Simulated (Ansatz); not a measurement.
# TiSi2 (Immm) in Ansatz: a series of runs

One crystal, TiSi2, is run at these levels: LDA; tasks: single point, equation of state.

Everything below comes from runs of Ansatz 0.2.0. Logs are shortened: lines on timing, memory, paths and dates and some standing lists are left out, and cuts for length are marked.

## (1) Starting point

It takes space group Immm (No. 71, orthorhombic). Conventional cell: a = 2.946 Å, b = 3.424 Å, c = 8.424 Å, α = 90.00°, β = 90.00°, γ = 90.00°. Ti (site symmetry mmm) is surrounded by 10 Si at 2.67 to 2.78 Å and 2 Ti at 2.95 Å. Si (site symmetry mm2) has 7 Si at 2.63 to 2.95 Å and 5 Ti at 2.67 to 2.78 Å as nearest neighbours.

The cell comes from a database or a generator and needn't be the stable form of this composition.

## (2) Single point, LDA, 13.31 Å³/atom (volume scaled by 0.94)

input.yaml reads:

```yaml
crystal:
  lattice:
    - [-1.4428049511, 1.6771787643, 4.1260979956]
    - [1.4428049511, -1.6771787643, 4.1260979956]
    - [1.4428049511, 1.6771787643, -4.1260979956]
  atoms:
    - { symbol: Ti, position: [0.0, 0.0, 0.0] }
    - { symbol: Si, position: [0.670078, 0.670078, 0.0] }
    - { symbol: Si, position: [0.329922, 0.329922, 0.0] }
kpoints:
  mp_grid: { grid: [12, 12, 12] }
scf:
  occupations: { method: fermi_dirac, width: 0.05 }
hamiltonian:
  xc: lda
  pseudopotentials: { kind: all_electron, lapw: { basis_error: 0.002 } }
output:
  forces: true
  stress: true
  eigenvalues: true
```

Potentials or basis: all-electron LAPW, scalar-relativistic.

Run with:

```bash
$ ansatz run input.yaml --threads 2 --pin off --max-ram 6144MiB --backend cpu --events-out ev --progress --plain --runs-dir out
```

Log:

```text
Warning: RAYON_NUM_THREADS=2 ignored (pool sized by the plan → 2); use --threads N
LAPW: plane waves up to 7.436 Å⁻¹, error target 2.0e-3 eV per atom; small_component_spin mean_spin; Si in spheres of 1.177 Å, 12 of its electrons in bands, Dirac shells []; Ti in spheres of 1.443 Å, 12 of its electrons in bands, Dirac shells [] (how accurate: hamiltonian.pseudopotentials.lapw.basis_error, Limitations)
Engine: ansatz 0.2.0, aarch64-unknown-linux-gnu
Pseudopotentials: kind: all_electron
Pseudopotential: Ti, LAPW, valence charge 12, lapw/all_electron/scalar/gaussian/Ti, Koelling and Harmon's equation, gaussian nucleus
Pseudopotential: Si, LAPW, valence charge 12, lapw/all_electron/scalar/gaussian/Si, Koelling and Harmon's equation, gaussian nucleus
Functional definition: SPW92
  exchange = slater_x
  correlation = pw_c
Crystal: 3 atoms, lattice volume = 39.938 Å³
Basis set: ecut = 210.64157116454743 eV, 269 PW (Γ), FFT grids on a1+a3, a2+a3, a3, exchange–correlation at level 2
Bands: 22, of which v1, the nominal top of the filled ones, is band 18 counted from 1 (17 counted from 0)
Symmetry: 8 space group operations
Space group: Immm (ITA 71), of the structure as read, at distance tolerance 3.4e-5 Å
k-points: 280 of 1728
Non-local potential: Ti, projectors of the file, none
Non-local potential: Si, projectors of the file, none
Initial density: superposition of atomic densities (chi_scale 0.1, normalization cell, long waves kept (reshape's long-wave potential 0.00 eV rms))
Initial wavefunctions: plane waves of lowest kinetic energy (no species holds an atomic orbital)
Functional: x = slater, c = lda
iter 1 solved again at ethr=1.17e-3 eV; its pass at ethr=1.00e-1 eV (dr2=4.21e-1 eV) is discarded
SCF iter   1: F=—  HF=-38916.166167 eV  |F-HF|=—  |Δ(HF+E_count)|=         —  Δρ=2.46e-2  dr2=4.19e-1  ethr=1.17e-3  ⟨swp⟩=2.3  Hψ=42843  notcnv=0
preconditioner: auto → Kerker (q_TF=auto, 2.681 Å⁻¹)  [metal: Δε(μ)=0.008 eV  Ē_g=6.924 eV  σ=0.050 eV  W_gap=0.04  n_scr=10 (ndim 8)  ℏωp=20.4 eV  f_vac=0.000  D(μ)=1.28/eV (n_scr^D=10)]
SCF iter   2: F=—  HF=-38916.011211 eV  |F-HF|=—  |Δ(HF+E_count)|=   1.55e-1  Δρ=1.85e-2  dr2=3.34e-1  ethr=1.16e-3  ⟨swp⟩=2.0  Hψ=18486  notcnv=0
iter 3 solved again at ethr=5.41e-5 eV; its pass at ethr=9.27e-4 eV (dr2=1.95e-2 eV) is discarded
SCF iter   3: F=—  HF=-38915.962126 eV  |F-HF|=—  |Δ(HF+E_count)|=   4.91e-2  Δρ=7.99e-3  dr2=1.95e-2  ethr=5.41e-5  ⟨swp⟩=2.0  Hψ=31710  notcnv=0
SCF iter   4: F=—  HF=-38915.919468 eV  |F-HF|=—  |Δ(HF+E_count)|=   4.27e-2  Δρ=3.93e-3  dr2=1.31e-2  ethr=5.41e-5  ⟨swp⟩=2.9  Hψ=18911  notcnv=0
SCF iter   5: F=—  HF=-38915.916299 eV  |F-HF|=—  |Δ(HF+E_count)|=   3.17e-3  Δρ=4.27e-4  dr2=9.45e-5  ethr=3.63e-5  ⟨swp⟩=2.5  Hψ=17610  notcnv=0
SCF iter   6: F=—  HF=-38915.916246 eV  |F-HF|=—  |Δ(HF+E_count)|=   5.29e-5  Δρ=2.32e-4  dr2=3.45e-5  ethr=2.62e-7  ⟨swp⟩=3.0  Hψ=18542  notcnv=0
SCF iter   7: F=—  HF=-38915.916239 eV  |F-HF|=—  |Δ(HF+E_count)|=   7.42e-6  Δρ=4.85e-5  dr2=9.40e-7  ethr=9.58e-8  ⟨swp⟩=2.0  Hψ=17413  notcnv=0
SCF iter   8: F=—  HF=-38915.916239 eV  |F-HF|=—  |Δ(HF+E_count)|=   1.35e-8  Δρ=1.85e-5  dr2=2.64e-7  ethr=2.61e-9  ⟨swp⟩=2.1  Hψ=17457  notcnv=0
SCF iter   9: F=-38915.916239 eV  HF=-38915.916239 eV  |F-HF|=1.67e-8  |Δ(HF+E_count)|=   5.53e-8  Δρ=4.44e-6  dr2=1.35e-8  ethr=7.34e-10  ⟨swp⟩=2.0  Hψ=17412  notcnv=0
SCF 1 converged in 9 iterations: F = -38915.916239 eV  dr2 = 1.35e-8
SCF converged after 9 iterations
Free energy (F): -38915.916239 eV
Harris-Foulkes:  -38915.916239 eV  (|F-HF|=1.67e-8)
Internal energy: -38915.905710 eV  (E = F + TS)
E sigma→0 (E₀):  -38915.910974 eV
Entropy (-TS):   -0.010528 eV (-3.509 meV/atom)
Fermi energy:    14.497566 eV
--- Per-component energies (eV) ---
  E_band       = -1441.453527
  E_kinetic    = 39157.437567
  E_xc         = -2183.080661
  E_electrostatic = -75890.262617  (all electrons and nuclei)
  E_smearing   = -0.010528  (= −TS)
  E_closure    = 0.000000  (closes the sum)
  E_atoms      = -38895.017897  (free atoms, spherical and without spin; not in F)
  Σ components = -38915.916239   (vs F -38915.916239, Δ=0.00e0)
  Basis errors (estimates in eV, not in F): energy 3.7e-4 per atom: plane waves 3.2e-4 (1.7e-4 summed), levels above the bands 1.7e-35, relativity 2.3e-9, radial functions 4.9e-5, core shells 2.7e-8; eigenvalues (radial functions only) 2.4e-6; not estimated: angular momenta, meshes, grids; target (lapw.basis_error) 2.0e-3; muffin-tin radii Si 1.177 Å, Ti 1.443 Å
--- Forces (eV/Å), atoms counted from 1 ---
  atom   1  Ti     0.00000000     0.00000000     0.00000000
  atom   2  Si     0.00000000    -0.00000000    -0.06945210
  atom   3  Si     0.00000000     0.00000000     0.06945210
  max |Σ_I F_I| component: 0.00e0 eV/Å
--- Stress (GPa, compression-positive) ---
        2.558689       0.000000       0.000000
        0.000000       2.578114      -0.000000
        0.000000      -0.000000       2.037576
  P = ⅓ Tr σ = 2.3915 GPa (23.915 kbar)
--- Band table (eV; the first three rows and the last of 280) ---
  k-point 0: bands = ["-118.4120", "-118.4098", "-75.2862", "-75.2812", "-75.2529", "-75.2496", "-75.2473", "-75.2422", "-40.9593", "-17.6366", "-17.5987", "-17.3146", "1.5949", "9.5608", "10.4557", "12.2608", "13.7922", "15.3058", "16.7004", "17.0614", "17.8906", "18.5780"]
  k-point 1: bands = ["-118.4120", "-118.4099", "-75.2862", "-75.2815", "-75.2528", "-75.2497", "-75.2471", "-75.2424", "-40.9553", "-17.6321", "-17.6040", "-17.3437", "1.8130", "9.7452", "10.3255", "12.0936", "13.7880", "14.7530", "16.2251", "16.9662", "18.4115", "18.5159"]
  k-point 2: bands = ["-118.4117", "-118.4101", "-75.2861", "-75.2824", "-75.2525", "-75.2498", "-75.2466", "-75.2429", "-40.9445", "-17.6199", "-17.6174", "-17.4221", "2.4551", "9.9891", "10.2016", "11.7226", "13.7518", "13.7944", "14.9946", "17.3111", "18.3428", "18.7485"]
  k-point 279: bands = ["-118.4119", "-118.4100", "-75.2863", "-75.2810", "-75.2514", "-75.2498", "-75.2488", "-75.2421", "-40.9589", "-17.6519", "-17.5997", "-17.3151", "2.8153", "5.4852", "13.1222", "13.2368", "14.0814", "14.9623", "16.5890", "17.1239", "17.1629", "18.4520"]
```

It took 28 s on 2 threads of Arm Neoverse V1, shared host; peak memory 0.75 GiB.

What came out:

```
Free energy            : -38915.9162 eV
Pressure               : 2.4 GPa
Largest force          : 0.069 eV/Å
Band gap on the k mesh : none (metal or under the smearing width)
```

## (3) Single point, LDA, 13.60 Å³/atom (volume scaled by 0.96)

Edit input.yaml of step 2 so:

```diff
@@ -2,5 +2,5 @@
   lattice:
-    - [-1.4428049511, 1.6771787643, 4.1260979956]
-    - [1.4428049511, -1.6771787643, 4.1260979956]
-    - [1.4428049511, 1.6771787643, -4.1260979956]
+    - [-1.4529658841, 1.6889902715, 4.1551559811]
+    - [1.4529658841, -1.6889902715, 4.1551559811]
+    - [1.4529658841, 1.6889902715, -4.1551559811]
   atoms:
```

Potentials or basis: all-electron LAPW, scalar-relativistic.

Run with:

```bash
$ ansatz run input.yaml --threads 2 --pin off --max-ram 6144MiB --backend cpu --events-out ev --progress --plain --runs-dir out
```

Wall time 28 s (2 threads of Arm Neoverse V1, shared host); peak memory 0.75 GiB.

Results (log left out):

```yaml
Free_energy: -38915.9199 eV
Pressure: -0.9 GPa
Largest_force: 0.085 eV/Å
Band_gap_on_the_k_mesh: none (metal or under the smearing width)
```

## (4) Single point, LDA, 13.88 Å³/atom (volume scaled by 0.98)

Edit input.yaml of step 3 so:

```diff
@@ -2,5 +2,5 @@
   lattice:
-    - [-1.4529658841, 1.6889902715, 4.1551559811]
-    - [1.4529658841, -1.6889902715, 4.1551559811]
-    - [1.4529658841, 1.6889902715, -4.1551559811]
+    - [-1.4629866552, 1.7006388484, 4.1838131348]
+    - [1.4629866552, -1.7006388484, 4.1838131348]
+    - [1.4629866552, 1.7006388484, -4.1838131348]
   atoms:
```

Run with:

```bash
$ ansatz run input.yaml --threads 2 --pin off --max-ram 6144MiB --backend cpu --events-out ev --progress --plain --runs-dir out
```

Run time: 29 s. Hardware: 2 threads of Arm Neoverse V1, shared host; peak memory 0.75 GiB.

It converged, with:

```
Free energy            : -38915.9070 eV
Pressure               : -3.9 GPa
Largest force          : 0.100 eV/Å
Band gap on the k mesh : none (metal or under the smearing width)
```

## (5) Single point, LDA, 14.16 Å³/atom

Edit input.yaml of step 4 so:

```diff
@@ -2,5 +2,5 @@
   lattice:
-    - [-1.4629866552, 1.7006388484, 4.1838131348]
-    - [1.4629866552, -1.7006388484, 4.1838131348]
-    - [1.4629866552, 1.7006388484, -4.1838131348]
+    - [-1.472872, 1.71213, 4.212083]
+    - [1.472872, -1.71213, 4.212083]
+    - [1.472872, 1.71213, -4.212083]
   atoms:
```

Run with:

```bash
$ ansatz run input.yaml --threads 2 --pin off --max-ram 6144MiB --backend cpu --events-out ev --progress --plain --runs-dir out
```

Run time: 30 s. Hardware: 2 threads of Arm Neoverse V1, shared host; peak memory 0.75 GiB.

Results (log left out):

```yaml
Free_energy: -38915.8791 eV
Pressure: -6.6 GPa
Largest_force: 0.115 eV/Å
Band_gap_on_the_k_mesh: none (metal or under the smearing width)
```

## (6) Single point, LDA, 14.45 Å³/atom (volume scaled by 1.02)

Edit input.yaml of step 5 so:

```diff
@@ -2,5 +2,5 @@
   lattice:
-    - [-1.472872, 1.71213, 4.212083]
-    - [1.472872, -1.71213, 4.212083]
-    - [1.472872, 1.71213, -4.212083]
+    - [-1.4826264035, 1.7234689397, 4.2399784024]
+    - [1.4826264035, -1.7234689397, 4.2399784024]
+    - [1.4826264035, 1.7234689397, -4.2399784024]
   atoms:
```

Potentials or basis: all-electron LAPW, scalar-relativistic.

Run with:

```bash
$ ansatz run input.yaml --threads 2 --pin off --max-ram 6144MiB --backend cpu --events-out ev --progress --plain --runs-dir out
```

It took 28 s on 2 threads of Arm Neoverse V1, shared host; peak memory 0.75 GiB.

Results (log left out):

```yaml
Free_energy: -38915.8378 eV
Pressure: -8.9 GPa
Largest_force: 0.129 eV/Å
Band_gap_on_the_k_mesh: none (metal or under the smearing width)
```

## (7) Single point, LDA, 14.73 Å³/atom (volume scaled by 1.04)

Edit input.yaml of step 6 so:

```diff
@@ -2,5 +2,5 @@
   lattice:
-    - [-1.4826264035, 1.7234689397, 4.2399784024]
-    - [1.4826264035, -1.7234689397, 4.2399784024]
-    - [1.4826264035, 1.7234689397, -4.2399784024]
+    - [-1.4922541174, 1.7346606101, 4.2675115011]
+    - [1.4922541174, -1.7346606101, 4.2675115011]
+    - [1.4922541174, 1.7346606101, -4.2675115011]
   atoms:
```

Run with:

```bash
$ ansatz run input.yaml --threads 2 --pin off --max-ram 6144MiB --backend cpu --events-out ev --progress --plain --runs-dir out
```

It took 27 s on 2 threads of Arm Neoverse V1, shared host; peak memory 0.7 GiB.

It converged, with:

```
Free energy            : -38915.7847 eV
Pressure               : -11.1 GPa
Largest force          : 0.143 eV/Å
Band gap on the k mesh : none (metal or under the smearing width)
```

## (8) Single point, LDA, 15.01 Å³/atom (volume scaled by 1.06)

Edit input.yaml of step 7 so:

```diff
@@ -2,5 +2,5 @@
   lattice:
-    - [-1.4922541174, 1.7346606101, 4.2675115011]
-    - [1.4922541174, -1.7346606101, 4.2675115011]
-    - [1.4922541174, 1.7346606101, -4.2675115011]
+    - [-1.501759177, 1.7457097017, 4.2946938359]
+    - [1.501759177, -1.7457097017, 4.2946938359]
+    - [1.501759177, 1.7457097017, -4.2946938359]
   atoms:
```

Run with:

```bash
$ ansatz run input.yaml --threads 2 --pin off --max-ram 6144MiB --backend cpu --events-out ev --progress --plain --runs-dir out
```

It took 27 s on 2 threads of Arm Neoverse V1, shared host; peak memory 0.69 GiB.

Results (log left out):

```
Free energy            : -38915.7209 eV
Pressure               : -13.0 GPa
Largest force          : 0.157 eV/Å
Band gap on the k mesh : none (metal or under the smearing width)
```

## (9) Equation of state, LDA

Potentials or basis: all-electron LAPW, scalar-relativistic.

No new run: the results of the series are fitted here.

What came out:

* Equilibrium volume: 13.51 Å³/atom
* Bulk modulus at fixed shape and positions: 155 GPa
* Pressure derivative of the bulk modulus: 4.4

Energy against volume, from the lowest point:
```tsv
volume (Å³/atom)	energy (meV/atom)
13.313	1.24
13.596	0.00
13.879	4.32
14.162	13.63
14.446	27.38
14.729	45.07
15.012	66.36
```

Caveat: the cell was scaled at fixed shape and fractional positions, which overstates the stiffness of a crystal with free parameters, most of all of layers and chains.
